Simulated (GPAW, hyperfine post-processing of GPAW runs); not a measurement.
# Li2CrO2: isotropic lines and sites in a paramagnetic 7Li spectrum

Calculated values: DFT, revPBE+U, plane-wave PAW, GPAW setups, collinear spin, scalar-relativistic (GPAW), contact and point-dipole shifts scaled to 330 K with Θ = 0 K (a pure Curie law); spin-only moments, above the ordering temperature.

```cif
data_structure
_symmetry_space_group_name_H-M 'P 1'
_symmetry_Int_Tables_number 1
_cell_length_a 5.1410
_cell_length_b 5.1410
_cell_length_c 7.2065
_cell_angle_alpha 90.000
_cell_angle_beta 90.000
_cell_angle_gamma 146.630
_cell_volume 104.76
loop_
_atom_site_label
_atom_site_type_symbol
_atom_site_fract_x
_atom_site_fract_y
_atom_site_fract_z
_atom_site_occupancy
Cr1 Cr 0.14419 0.85581 0.51332 1
Cr2 Cr 0.85581 0.14419 0.01332 1
O3 O 0.48723 0.51277 0.10486 1
O4 O 0.23130 0.76870 0.90883 1
O5 O 0.51277 0.48723 0.60486 1
O6 O 0.76870 0.23130 0.40883 1
Li7 Li 0.39758 0.60242 0.35396 1
Li8 Li 0.11454 0.88546 0.13435 1
Li9 Li 0.60242 0.39758 0.85396 1
Li10 Li 0.88546 0.11454 0.63435 1
```

7Li MAS at 2.35 T (38.9 MHz), 62.5 kHz, 330 K; contact and dipolar shift alone, no orbital or quadrupolar part; lines under 1.5 % of the strongest are left out. NMR lines, with heights relative to the strongest:

```
position (ppm)  intensity
       -2090.6        2.6
        -931.3        5.6
        -483.4        100
         675.8         93
        1123.8        2.8
        2283.0        5.5
```

**Question.** Which lines are isotropic ones rather than spinning sidebands, and which Li atoms give them?

Sidebands are spaced by 1607 ppm (the spinning rate over the resonance of 38.9 MHz). An isotropic line need not be the tallest: it is the area-weighted centre of its own family of sidebands, and the one that stays put when the rate is changed. Isotropic shifts: -483 ppm for atom 7 and the 1 atom equivalent to it (7 Cr through links of 85 to 94° (6) and 170° (2)), reduced anisotropy -946 ppm; 676 ppm for atom 8 and the 1 atom equivalent to it (5 Cr through links of 84 to 93° (4) and 168° (2)), reduced anisotropy 1291 ppm. The families' total areas stand as 1:1; where areas are equal the match rests on the calculation.

[Logs are printed without paths, hosts, clocks, repeated set-up lines and the standing remarks that a program may print on its own settings, such as how far it seeks lower states.]

[Hosts, paths, dates, database ids (printed as entryN), source tags and the programs' standing remarks are cut or masked in the printed files.]
